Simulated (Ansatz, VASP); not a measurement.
**Two plane-wave programs on InP**

```
In P
1.0
     0.00000    2.97965    2.97965
     2.97965    0.00000    2.97965
     2.97965    2.97965    0.00000
In P
1 1
Direct
  0.00000 0.00000 0.00000
  0.25000 0.25000 0.25000
```

Alike in both runs: functional PBE; k mesh 10 × 10 × 10; no spin polarisation.

Ansatz relaxed the structure, and its values are those at the end. VASP's run is a single point on that final structure, the one shown.

```csv
,VASP,Ansatz
version,VASP 6.6.1,Ansatz 0.2.0
potentials or method,"VASP PAW PBE potentials, release 64 (In_d, P)","scalar-relativistic, plane waves, PAW"
plane-wave cutoff (eV),520,420
occupations,"gaussian, width 0.01 eV",fixed
valence electrons in the cell,18,18
```

|  | VASP | Ansatz | Ansatz less VASP |
| --- | --- | --- | --- |
| gap on the k mesh at the Fermi level (eV) | 0.44 | 0.44 | +0.003 |
| least direct gap on the mesh (eV) | 0.44 | 0.44 | +0.003 |
| pressure (GPa) | -0.1 | 0.0 | +0.08 |

Caveats: spin-orbit coupling is left out, which moves the levels of the heavy elements.
